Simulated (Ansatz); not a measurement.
Input of an Ansatz 0.2.0 run:

Contents of run.py:

```python
import json

import ase.io
import numpy as np

import ansatz as az

atoms = ase.io.read("BN.cif")
atoms.info.pop("occupancy", None)

calculation = (
    az.Crystal.from_ase(atoms)
    .calculation()
    .kpoints(7, 7, 7)
    .functional("pbesol", dispersion="d4")
    .pseudopotentials(kind="paw", source="jth", xc_functional="pbe")
    .occupations(method="tetrahedron")
    .populations(orbitals="intrinsic")
    .bader_charges()
    .forces()
    .stress()
)
outcome = calculation.run(threads=2, events_out="events.jsonl")

report = outcome.report
for line in open("events.jsonl"):
    event = json.loads(line)
    if event["event"] == "scf_iter":
        d = event["data"]
        print(f"SCF {d['iter']:3d}  HF = {d['harris_foulkes_ev']:.6f} eV  dr2 = {d['dr2_ev']:.2e} eV")
    elif event["event"] in ("relax_step", "md_step"):
        d = event["data"]
        print(f"{event['event']} {d['step']:3d}  E = {d['lagrangian_ev']:.6f} eV")
np.set_printoptions(precision=5, suppress=True, linewidth=110)
print("converged:", report["converged"], "after", report["n_iterations"], "iterations")
print(f"free energy {report['free_energy_ev']:.6f} eV, Fermi level {report['fermi_energy_ev']:.4f} eV")
for key in ("band_edges_ev", "magnetization_mub", "site_moments_mub", "site_moments_nc_mub", "forces_ev_ang",
                "stress_gpa"):
    if report.get(key) is not None:
        print(key, np.array(report[key]), sep="\n")
```

The input BN.cif:

```cif
data_BN
_cell_length_a 3.62600200
_cell_length_b 3.62600200
_cell_length_c 3.62600200
_cell_angle_alpha 90.00000000
_cell_angle_beta 90.00000000
_cell_angle_gamma 90.00000000
_space_group_name_H-M_alt 'F-43m'
_space_group_name_Hall 'F -4 2 3'
_space_group_IT_number 216
loop_
_space_group_symop_operation_xyz
'x,y,z'
'y,-x,-z'
'-x,-y,z'
'-y,x,-z'
'x,-y,-z'
'y,x,z'
'-x,y,-z'
'-y,-x,z'
'z,x,y'
'-z,y,-x'
'z,-x,-y'
'-z,-y,x'
'-z,x,-y'
'z,y,x'
'-z,-x,y'
'z,-y,-x'
'y,z,x'
'-x,-z,y'
'-y,z,-x'
'x,-z,-y'
'-y,-z,x'
'x,z,y'
'y,-z,-x'
'-x,z,-y'
'x,y+1/2,z+1/2'
'y,-x+1/2,-z+1/2'
'-x,-y+1/2,z+1/2'
'-y,x+1/2,-z+1/2'
'x,-y+1/2,-z+1/2'
'y,x+1/2,z+1/2'
'-x,y+1/2,-z+1/2'
'-y,-x+1/2,z+1/2'
'z,x+1/2,y+1/2'
'-z,y+1/2,-x+1/2'
'z,-x+1/2,-y+1/2'
'-z,-y+1/2,x+1/2'
'-z,x+1/2,-y+1/2'
'z,y+1/2,x+1/2'
'-z,-x+1/2,y+1/2'
'z,-y+1/2,-x+1/2'
'y,z+1/2,x+1/2'
'-x,-z+1/2,y+1/2'
'-y,z+1/2,-x+1/2'
'x,-z+1/2,-y+1/2'
'-y,-z+1/2,x+1/2'
'x,z+1/2,y+1/2'
'y,-z+1/2,-x+1/2'
'-x,z+1/2,-y+1/2'
'x+1/2,y,z+1/2'
'y+1/2,-x,-z+1/2'
'-x+1/2,-y,z+1/2'
'-y+1/2,x,-z+1/2'
'x+1/2,-y,-z+1/2'
'y+1/2,x,z+1/2'
'-x+1/2,y,-z+1/2'
'-y+1/2,-x,z+1/2'
'z+1/2,x,y+1/2'
'-z+1/2,y,-x+1/2'
'z+1/2,-x,-y+1/2'
'-z+1/2,-y,x+1/2'
'-z+1/2,x,-y+1/2'
'z+1/2,y,x+1/2'
'-z+1/2,-x,y+1/2'
'z+1/2,-y,-x+1/2'
'y+1/2,z,x+1/2'
'-x+1/2,-z,y+1/2'
'-y+1/2,z,-x+1/2'
'x+1/2,-z,-y+1/2'
'-y+1/2,-z,x+1/2'
'x+1/2,z,y+1/2'
'y+1/2,-z,-x+1/2'
'-x+1/2,z,-y+1/2'
'x+1/2,y+1/2,z'
'y+1/2,-x+1/2,-z'
'-x+1/2,-y+1/2,z'
'-y+1/2,x+1/2,-z'
'x+1/2,-y+1/2,-z'
'y+1/2,x+1/2,z'
'-x+1/2,y+1/2,-z'
'-y+1/2,-x+1/2,z'
'z+1/2,x+1/2,y'
'-z+1/2,y+1/2,-x'
'z+1/2,-x+1/2,-y'
'-z+1/2,-y+1/2,x'
'-z+1/2,x+1/2,-y'
'z+1/2,y+1/2,x'
'-z+1/2,-x+1/2,y'
'z+1/2,-y+1/2,-x'
'y+1/2,z+1/2,x'
'-x+1/2,-z+1/2,y'
'-y+1/2,z+1/2,-x'
'x+1/2,-z+1/2,-y'
'-y+1/2,-z+1/2,x'
'x+1/2,z+1/2,y'
'y+1/2,-z+1/2,-x'
'-x+1/2,z+1/2,-y'
loop_
_atom_site_label
_atom_site_type_symbol
_atom_site_symmetry_multiplicity
_atom_site_Wyckoff_symbol
_atom_site_fract_x
_atom_site_fract_y
_atom_site_fract_z
_atom_site_occupancy
N1 N 4 d 0.2500000000 0.2500000000 0.7500000000 1
B1 B 4 a 0.0000000000 0.0000000000 0.0000000000 1
```

Potentials or basis: JTH PAW.

Run with:

```sh
$ python run.py
```

Problem. Predict the Bader charges.

Solution. N -2.17; B +2.17 e.

Problem. Estimate the band gap on the k mesh.

Solution. 4.26 eV.

Problem. Estimate the pressure.

Solution. -9.4 GPa.

Caveat: odd divisions of the mesh miss points on the zone boundary, where band edges often lie, so the gap on the mesh can be too wide; with tetrahedron occupations forces and stress needn't match the slope of the energy.

The gap isn't set beside the measured one, since this odd mesh misses points on the zone boundary.
